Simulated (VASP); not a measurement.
This VASP 6.6.1 run on CaB2 needs a look.

File INCAR:

```
SYSTEM = CaB2
ALGO = Fast
EDIFF = 1E-6
ENCUT = 520
ISIF = 2
ISMEAR = -1
LASPH = .True.
LCHARG = .False.
LREAL = .False.
LWAVE = .False.
NELM = 63
PREC = Accurate
SIGMA = 0.05
```

File KPOINTS:

```
k-points
0
Gamma
  1 1 1
  0 0 0
```

File POSCAR:

```
CaB2
1.0
    3.2264302843      0.0000000000      0.0000000000
   -1.6132151421      2.7941705897      0.0000000000
    0.0000000000      0.0000000000      4.0673920000
Ca B
1 2
Direct
    0.0000000000      0.0000000000      0.0000000000
    0.6666666667      0.3333333333      0.5000000000
    0.3333333333      0.6666666667      0.5000000000
```

File KPOINTS_OPT:

```
path GMKGALHA,LM,KH
10
line-mode
reciprocal
 0.0000000000  0.0000000000  0.0000000000  G
 0.5000000000  0.0000000000  0.0000000000  M

 0.5000000000  0.0000000000  0.0000000000  M
 0.3333333333  0.3333333333  0.0000000000  K

 0.3333333333  0.3333333333  0.0000000000  K
 0.0000000000  0.0000000000  0.0000000000  G

 0.0000000000  0.0000000000  0.0000000000  G
 0.0000000000  0.0000000000  0.5000000000  A

 0.0000000000  0.0000000000  0.5000000000  A
 0.5000000000  0.0000000000  0.5000000000  L

 0.5000000000  0.0000000000  0.5000000000  L
 0.3333333333  0.3333333333  0.5000000000  H

 0.3333333333  0.3333333333  0.5000000000  H
 0.0000000000  0.0000000000  0.5000000000  A

 0.5000000000  0.0000000000  0.5000000000  L
 0.5000000000  0.0000000000  0.0000000000  M

 0.3333333333  0.3333333333  0.0000000000  K
 0.3333333333  0.3333333333  0.5000000000  H
```

Potentials or basis: VASP PAW LDA potentials, release 64 (Ca_sv, B).

The run is started by

```bash
$ cat potpaw_LDA.64/Ca_sv/POTCAR potpaw_LDA.64/B/POTCAR > POTCAR
$ mpirun -np 1 vasp_std > vasp.out
```

OUTCAR:

```text
SYSTEM = CaB2
   EDIFF = 1E-6
   ENCUT = 520
   ISIF = 2
   ISMEAR = -1
   LASPH = .True.
   LREAL = .False.
   NELM = 63
   PREC = Accurate

 ion  position               nearest neighbor table
   1  0.000  0.000  0.000-
   2  0.667  0.333  0.500-   3 1.86   3 1.86   3 1.86
   3  0.333  0.667  0.500-   2 1.86   2 1.86   2 1.86

  LATTYP: Found a hexagonal cell.
 ALAT       =     3.2264302843
 C/A-ratio  =     1.2606477257

[... 172 lines left out ...]
  Direction    XX          YY          ZZ          XY          YZ          ZX
  --------------------------------------------------------------------------------------
  -------------------------------------------------------------------------------------
  Total        5.1136925      5.1136925      4.2208328      0.0000000     -0.0000000      0.0000000
  in kB      223.4364180    223.4364180    184.4240249      0.0000000     -0.0000000      0.0000000
  external PRESSURE =     210.4322870 kB  Pullay stress =       0.0000000 kB

 VOLUME and BASIS-vectors are now :
 -----------------------------------------------------------------------------
  energy-cutoff  :      520.00
  volume of cell :       36.67
      direct lattice vectors                 reciprocal lattice vectors
     3.226430284  0.000000000  0.000000000     0.309940061  0.178943978  0.000000000
    -1.613215142  2.794170590  0.000000000     0.000000000  0.357887956  0.000000000
     0.000000000  0.000000000  4.067392000     0.000000000  0.000000000  0.245857788

 POSITION                                       TOTAL-FORCE (eV/Angst)
 -----------------------------------------------------------------------------------
      0.00000      0.00000      0.00000         0.000000      0.000000      0.000000
      1.61322      0.93139      2.03370         0.000000     -0.000000      0.000000
     -0.00000      1.86278      2.03370        -0.000000      0.000000     -0.000000
 -----------------------------------------------------------------------------------
    total drift:                               -0.000000      0.000000      0.000000

  FREE ENERGIE OF THE ION-ELECTRON SYSTEM (eV)
  ---------------------------------------------------
  free  energy   TOTEN  =        -8.7108529961 eV

  energy  without entropy=       -8.5968402427  energy(sigma->0) =       -8.65384662
```

On the terminal:

```text
POSCAR found type information on POSCAR CaB
 POSCAR found :  2 types and       3 ions
 scaLAPACK will be used
 LDA part: xc-table for (Slater(with rela. corr.)+CA(PZ))
 , standard interpolation
 POSCAR, INCAR and KPOINTS ok, starting setup
 FFT: planning ... GRIDC
 FFT: planning ... GRID_SOFT
 FFT: planning ... GRID
 WAVECAR not read
 entering main loop
 Start KPOINTS_OPT (optional k-point list driver)
k-point batch [1-1\90]
k-point batch [2-2\90]
k-point batch [3-3\90]
k-point batch [4-4\90]
k-point batch [5-5\90]
k-point batch [6-6\90]
[... 82 lines left out ...]
k-point batch [89-89\90]
k-point batch [90-90\90]
```

Q: What happened, and what is wrong with the input?

A: The calculation finished and met its thresholds. The input holds a flaw that was put in on purpose: one k point for a small cell (k = 1 × 1 × 1). The program doesn't stop on it, so the numbers can't be trusted though the run ends normally.
